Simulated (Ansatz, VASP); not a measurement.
**Ga in VASP and in Ansatz**

Contents of INCAR:

```
SYSTEM = Ga
PREC     = Accurate       ! precision mode
ENCUT    = 520            ! plane-wave cutoff, eV
EDIFF    = 1E-6           ! SCF threshold, eV
ISMEAR   = -1             ! smearing method
SIGMA    = 0.05           ! smearing width, eV
LREAL    = .FALSE.        ! projectors in reciprocal space
LASPH    = .TRUE.         ! aspherical terms in the spheres
NELM     = 100            ! most SCF steps
ALGO     = Normal         ! electronic algorithm
ISIF     = 2              ! what is computed and relaxed
LWAVE    = .FALSE.        ! write WAVECAR
LCHARG   = .FALSE.        ! write CHGCAR
NBANDS   = 12             ! bands
```

Contents of KPOINTS:

```
regular mesh
0
G
  16 16 16
  0 0 0
```

POSCAR

```
Ga
1.0
   -1.4894234511      1.4894234511      1.4894234511
    1.4894234511     -1.4894234511      1.4894234511
    1.4894234511      1.4894234511     -1.4894234511
Ga
1
Direct
    0.0000000000      0.0000000000      0.0000000000
```

Input for Ansatz:

```yaml
crystal:
  lattice:
    - [-1.4894234511, 1.4894234511, 1.4894234511]
    - [1.4894234511, -1.4894234511, 1.4894234511]
    - [1.4894234511, 1.4894234511, -1.4894234511]
  atoms:
    - { symbol: Ga, position: [0.0, 0.0, 0.0] }
kpoints:
  mp_grid: { grid: [16, 16, 16] }
scf:
  occupations: { method: fermi_dirac, width: 0.05 }
hamiltonian:
  xc: lda
  pseudopotentials: { kind: paw }
output:
  forces: true
  stress: true
  eigenvalues: true
  populations: true
```

Change from the starting cell: volume scaled by 0.76, PAW files.

Alike in both runs: task single point; functional LDA; k mesh 16 × 16 × 16; occupations fermi-dirac, width 0.05 eV; no spin polarisation.

```csv
,VASP,Ansatz
version,VASP 6.6.1,Ansatz 0.2.0
potentials or method,"VASP PAW LDA potentials, release 64 (Ga_d)","PAW with Ansatz's default frozen-core files, scalar-relativistic"
plane-wave cutoff (eV),520,420
valence electrons in the cell,13,13
```

VASP gave:

```
pressure (GPa) : 34.2
```

Task: Estimate Ansatz's values.

Result: Pressure (GPa): 33.7.

Caveats: so large a pressure means that the cell lies far from this level's equilibrium, or that cutoff or potentials fall short (VASP).
